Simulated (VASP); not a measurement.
## Input and output of a VASP PBE single-point calculation on CdS (distorted rocksalt)

INCAR

```
SIGMA = 0.02
LCHARG = .FALSE.
NELM = 120
LASPH = .TRUE.
LREAL = .FALSE.
EDIFF = 1E-7
GGA = PE
PREC = Accurate
NSW = 0
LWAVE = .FALSE.
ENCUT = 520
NBANDS = 16
ISIF = 2
IBRION = -1
ISMEAR = -1
```

KPOINTS

```
KPOINTS created by Atomic Simulation Environment
0
Gamma
6 6 6
0 0 0
```

POSCAR

```
Cd S
 1.0000000000000000
     0.0849000000000000    2.7906000000000000    2.8043999999999998
     2.7153000000000000    0.0957000000000000    2.7936000000000001
     2.7930999999999999    2.8576000000000001    0.0179000000000000
 Cd  S
   1   1
Cartesian
  2.8743945599999998  5.5197121500000002  2.7223130399999995
  2.7311742500000000  3.0645046400000000  2.9321799099999999
```

VASP ran with the recommended PBE PAW datasets (18 valence electrons in the cell).

OSZICAR

```
N       E                     dE             d eps       ncg     rms          rms(c)
DAV:   1     0.110705434631E+03    0.11071E+03   -0.92126E+03  3584   0.106E+03
DAV:   2    -0.241167287355E+01   -0.11312E+03   -0.10619E+03  4432   0.259E+02
DAV:   3    -0.635134285575E+01   -0.39397E+01   -0.39326E+01  4368   0.505E+01
DAV:   4    -0.637058932846E+01   -0.19246E-01   -0.19245E-01  4544   0.352E+00
DAV:   5    -0.637078145366E+01   -0.19213E-03   -0.19212E-03  4352   0.338E-01    0.795E+00
DAV:   6    -0.578449941078E+01    0.58628E+00   -0.88852E-01  4896   0.120E+01    0.652E+00
DAV:   7    -0.575668262569E+01    0.27817E-01   -0.21172E-01  4592   0.327E+00    0.327E+00
DAV:   8    -0.575558463258E+01    0.10980E-02   -0.20042E-02  4192   0.175E+00    0.354E-01
DAV:   9    -0.575534655296E+01    0.23808E-03   -0.17965E-03  4656   0.618E-01    0.630E-02
DAV:  10    -0.575538875099E+01   -0.42198E-04   -0.21716E-04  4344   0.153E-01    0.559E-02
DAV:  11    -0.575541818905E+01   -0.29438E-04   -0.51617E-05  4568   0.716E-02    0.201E-02
DAV:  12    -0.575541334741E+01    0.48416E-05   -0.14550E-05  4648   0.441E-02    0.955E-03
DAV:  13    -0.575541371343E+01   -0.36603E-06   -0.18010E-06  3880   0.894E-03    0.961E-03
DAV:  14    -0.575541348216E+01    0.23127E-06   -0.25273E-07  4264   0.290E-03    0.873E-04
DAV:  15    -0.575541347517E+01    0.69927E-08   -0.94754E-09  2112   0.728E-04
   1 F= -.57554135E+01 E0= -.57554134E+01  d E =-.241747E-06
```

From OUTCAR

```
k-points           NKPTS =    112   k-points in BZ     NKDIM =    112   number of bands    NBANDS=     16

   NELECT =      18.0000    total number of electrons

   dimension x,y,z NGX =    30 NGY =   30 NGZ =   30
   dimension x,y,z NGXF=    60 NGYF=   60 NGZF=   60

  energy-cutoff  :      520.00
  volume of cell :       41.97
      direct lattice vectors                 reciprocal lattice vectors
     0.084900000  2.790600000  2.804400000    -0.190158740  0.184748470  0.178499999
     2.715300000  0.095700000  2.793600000     0.189744731 -0.186588988  0.179926510
     2.793100000  2.857600000  0.017900000     0.179345748  0.175775996 -0.180340518

 k-points in reciprocal lattice and weights: KPOINTS created by Atomic Simulation Env
   0.00000000  0.00000000  0.00000000       0.005
   0.16666667 -0.00000000  0.00000000       0.009
   0.33333333  0.00000000 -0.00000000       0.009
   0.50000000 -0.00000000 -0.00000000       0.005
  -0.00000000  0.16666667  0.00000000       0.009
   0.16666667  0.16666667  0.00000000       0.009
   0.33333333  0.16666667  0.00000000       0.009
   0.50000000  0.16666667  0.00000000       0.009
   ...

 E-fermi :   2.9230

 k-point     1 :       0.0000    0.0000    0.0000
  band No.  band energies     occupation
      1     -10.0505      2.00000
      2      -5.1003      2.00000
      3      -5.0044      2.00000
      4      -4.9923      2.00000
      5      -4.9154      2.00000
      6      -4.9033      2.00000
      7       1.8745      2.00000
      8       2.1719      2.00000
      9       2.3790      2.00000
     10       3.5188      0.00000
     11      10.9629      0.00000
     12      11.3419      0.00000
     13      12.0104      0.00000
     14      13.1436      0.00000
     15      13.8638      0.00000
     16      14.2815      0.00000

 k-point     2 :       0.1667   -0.0000    0.0000
  band No.  band energies     occupation
      1      -9.8340      2.00000
      2      -5.1581      2.00000
      3      -5.0589      2.00000
      4      -4.9728      2.00000
      5      -4.8870      2.00000
      6      -4.8801      2.00000
      7       0.6016      2.00000
      8       2.0449      2.00000
      9       2.2844      2.00000
     10       5.1360      0.00000
     11       9.9950      0.00000
     12      10.6899      0.00000
     13      10.9813      0.00000
     14      12.7620      0.00000
     15      13.2139      0.00000
     16      13.6417      0.00000

 k-point     3 :       0.3333    0.0000   -0.0000
  band No.  band energies     occupation
      1      -9.3340      2.00000
      2      -5.2726      2.00000
      3      -5.1726      2.00000
      4      -5.0207      2.00000
      5      -4.7947      2.00000
      6      -4.7749      2.00000
      7      -1.1344      2.00000
      8       2.3313      2.00000
      9       2.4801      2.00000
     10       6.1201      0.00000
     11       8.9815      0.00000
     12       9.2811      0.00000
     13       9.3730      0.00000
     14      13.5296      0.00000
     15      14.0885      0.00000
     16      14.7553      0.00000

 k-point     4 :       0.5000   -0.0000   -0.0000
  band No.  band energies     occupation
      1      -9.0358      2.00000
      2      -5.3149      2.00000
      3      -5.2207      2.00000
      4      -5.0880      2.00000
      5      -4.7443      2.00000
      6      -4.7151      2.00000
      7      -1.8381      2.00000
      8       2.4595      2.00000
      9       2.6208      2.00000
     10       6.0635      0.00000
     11       8.4453      0.00000
     12       8.6311      0.00000
     13       9.2405      0.00000
     14      14.5513      0.00000
     15      15.6082      0.00000
     16      16.1823      0.00000

 k-point     5 :      -0.0000    0.1667    0.0000
  band No.  band energies     occupation
      1      -9.8313      2.00000
      2      -5.1421      2.00000
      3      -5.0222      2.00000
      4      -4.9428      2.00000
      5      -4.9222      2.00000
      6      -4.8950      2.00000
      7       0.5330      2.00000
      8       1.9938      2.00000
      9       2.3247      2.00000
     10       5.0817      0.00000
     11      10.1706      0.00000
     12      10.9427      0.00000
     13      11.0815      0.00000
     14      12.3421      0.00000
     15      12.8965      0.00000
     16      13.8598      0.00000

 k-point     6 :       0.1667    0.1667    0.0000
  band No.  band energies     occupation
      1      -9.8047      2.00000
      2      -5.1193      2.00000
      3      -5.0250      2.00000
      4      -4.9941      2.00000
      5      -4.8803      2.00000
      6      -4.8602      2.00000
      7       0.7242      2.00000
      8       1.5217      2.00000
      9       2.0739      2.00000
     10       5.5096      0.00000
     11       9.5187      0.00000
     12      10.1327      0.00000
     13      11.4812      0.00000
     14      12.0627      0.00000
     15      14.5550      0.00000
     16      16.2776      0.00000

 k-point     7 :       0.3333    0.1667    0.0000
  band No.  band energies     occupation
      1      -9.4584      2.00000
      2      -5.1448      2.00000
      3      -5.1126      2.00000
      4      -4.9861      2.00000
      5      -4.7977      2.00000
      6      -4.7711      2.00000
      7      -0.4762      2.00000
      8       1.4557      2.00000
      9       1.8861      2.00000
     10       6.0590      0.00000
     11       8.5473      0.00000
     12       9.7410      0.00000
     13      10.9006      0.00000
     14      12.9127      0.00000
     15      15.1033      0.00000
     16      15.8128      0.00000

 k-point     8 :       0.5000    0.1667    0.0000
  band No.  band energies     occupation
      1      -9.0949      2.00000
      2      -5.2582      2.00000
      3      -5.1279      2.00000
      4      -4.9484      2.00000
      5      -4.7322      2.00000
      6      -4.6864      2.00000
      7      -1.5061      2.00000
      8       1.4042      2.00000
      9       1.9389      2.00000
     10       6.1832      0.00000
     11       7.8803      0.00000
     12       9.6461      0.00000
     13      10.5983      0.00000
     14      14.2469      0.00000
     15      15.8178      0.00000
     16      16.6918      0.00000

 k-point     9 :      -0.3333    0.1667   -0.0000
  band No.  band energies     occupation
      1      -9.1234      2.00000
      2      -5.2798      2.00000
      3      -5.1347      2.00000
      4      -4.9882      2.00000
      5      -4.7768      2.00000
      6      -4.6660      2.00000
      7      -1.3379      2.00000
      8       1.1454      2.00000
      9       2.4121      2.00000
     10       6.9651      0.00000
     11       7.5721      0.00000
     12       9.1459      0.00000
     13      10.0067      0.00000
     14      13.7498      0.00000
     15      15.1928      0.00000
     16      17.4668      0.00000

 k-point    10 :      -0.1667    0.1667   -0.0000
  band No.  band energies     occupation
      1      -9.5138      2.00000
      2      -5.2214      2.00000
      3      -5.0994      2.00000
      4      -4.9687      2.00000
      5      -4.8646      2.00000
      6      -4.7817      2.00000
      7      -0.3290      2.00000
      8       1.4666      2.00000
      9       2.4693      2.00000
     10       6.3785      0.00000
     11       8.8247      0.00000
     12       9.7179      0.00000
     13       9.9329      0.00000
     14      12.2099      0.00000
     15      14.9662      0.00000
     16      15.3243      0.00000

 k-point    11 :      -0.0000    0.3333    0.0000
  band No.  band energies     occupation
      1      -9.3276      2.00000
      2      -5.2221      2.00000
      3      -5.1302      2.00000
      4      -4.9547      2.00000
      5      -4.8104      2.00000
      6      -4.7973      2.00000
      7      -1.2496      2.00000
      8       2.1801      2.00000
      9       2.3601      2.00000
     10       6.1383      0.00000
     11       9.2177      0.00000
     12       9.4174      0.00000
     13       9.5670      0.00000
     14      13.1744      0.00000
     15      13.9804      0.00000
     16      14.7732      0.00000

 k-point    12 :       0.1667    0.3333   -0.0000
  band No.  band energies     occupation
      1      -9.4554      2.00000
      2      -5.1113      2.00000
      3      -5.0232      2.00000
      4      -4.9835      2.00000
      5      -4.8144      2.00000
      6      -4.7901      2.00000
      7      -0.6259      2.00000
      8       1.3814      2.00000
      9       1.9181      2.00000
     10       5.9646      0.00000
     11       8.7788      0.00000
     12       9.7638      0.00000
     13      11.0638      0.00000
     14      12.8283      0.00000
     15      14.9109      0.00000
     16      15.7375      0.00000

 ...

  Total        0.0914660      1.9422421      0.5628508     -0.3870800     -0.3200105      0.0086367
  in kB        3.4915172     74.1408873     21.4856099    -14.7759415    -12.2157081      0.3296866
  external PRESSURE =      33.0393381 kB  Pullay stress =       0.0000000 kB

 POSITION                                       TOTAL-FORCE (eV/Angst)
 -----------------------------------------------------------------------------------
      2.87439      5.51971      2.72231        -0.018955      0.650402      0.168298
      2.73117      3.06450      2.93218         0.018955     -0.650402     -0.168298
 -----------------------------------------------------------------------------------
    total drift:                               -0.000009     -0.000328      0.000057

  FREE ENERGIE OF THE ION-ELECTRON SYSTEM (eV)
  ---------------------------------------------------
  free  energy   TOTEN  =        -5.7554134752 eV

  energy  without entropy=       -5.7554132334  energy(sigma->0) =       -5.75541335
```

```json
{
 "gap between bands v and c on the k mesh": "0.41 eV",
 "least direct gap on the k mesh": "1.14 eV",
 "pressure": "3.3 GPa",
 "largest force": "0.67 eV/Å"
}
```

Band v is the last that the valence electrons fill when counted band by band, and c is the next.
